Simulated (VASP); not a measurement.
Te:

```xyz
1
Lattice="2.3059 1.3313 1.6910 -2.3059 1.3313 1.6910 0.0000 -2.6626 1.6910" Properties=species:S:1:pos:R:3 pbc="T T T"
Te    0.0000    0.0000    2.5364
```

This isn't the form of Te at room conditions, which is trigonal, of chains.

```yaml
Program: VASP 6.6.1
Task: relaxation of cell and atoms
Functional: PW91
Potentials_or_basis: VASP PAW PBE potentials, release 64 (Te)
Cutoff: 600 eV
k_mesh: 9 × 9 × 9
Occupations: fermi-dirac, width 0.05 eV
Spin: no spin polarisation
```

At the start: pressure 2.8 GPa; volume 31.15 Å³/atom.

Question: How do energy, volume and symmetry change on relaxing?

Answer: Over 9 steps the energy falls by 17.2 meV/atom and the volume is 32.96 Å³/atom (+5.8 %); space group R-3m (No. 166, to 0.05 Å).

Step by step:
| step | energy change (eV) | largest force (eV/Å) | pressure (GPa) | volume (Å³) |
| --- | --- | --- | --- | --- |
| 1 | 0.0000 | 0.0000 | 2.83 | 31.15 |
| 2 | -0.0094 | 0.0000 | -1.33 | 33.69 |
| 3 | -0.0135 | 0.0000 | 0.00 | 32.75 |
| 4 | -0.0141 | 0.0000 | -0.01 | 32.78 |
| 5 | -0.0157 | 0.0000 | -0.04 | 32.88 |
| 6 | -0.0171 | 0.0000 | -0.13 | 33.05 |
| 7 | -0.0171 | 0.0000 | -0.14 | 33.06 |
| 8 | -0.0168 | 0.0000 | 0.43 | 32.69 |
| 9 | -0.0172 | 0.0000 | 0.01 | 32.96 |

Final structure:
```
Te
1.0
     2.29771    1.32658    1.80221
    -2.29771    1.32658    1.80221
     0.00000   -2.65317    1.80221
Te
1
Direct
  0.50000 0.50000 0.50000
```

Caveat: the PAW data sets were made with another functional, which shifts forces and pressure a little.
